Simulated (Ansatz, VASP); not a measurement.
Sr: VASP beside Ansatz

```
Sr
1.0
     3.62174    0.00000    0.00000
    -1.81087    3.13652    0.00000
     0.00000    0.00000    5.98179
Sr
2
Direct
  0.33333 0.66667 0.25000
  0.66667 0.33333 0.75000
```

Alike in both runs: functional LDA; k mesh 12 × 12 × 7; occupations fermi-dirac, width 0.1 eV; no spin polarisation.

Ansatz relaxed the structure, and its values are those at the end. VASP's run is a single point on that final structure, the one shown.

```csv
,VASP,Ansatz
version,VASP 6.6.1,Ansatz 0.2.0
potentials or method,"VASP PAW LDA potentials, release 64 (Sr_sv)","PAW with Ansatz's default frozen-core files, scalar-relativistic"
plane-wave cutoff (eV),520,420
valence electrons in the cell,20,20
```

|  | VASP | Ansatz | Ansatz less VASP |
| --- | --- | --- | --- |
| pressure (GPa) | 8.1 | 8.1 | -0.04 |
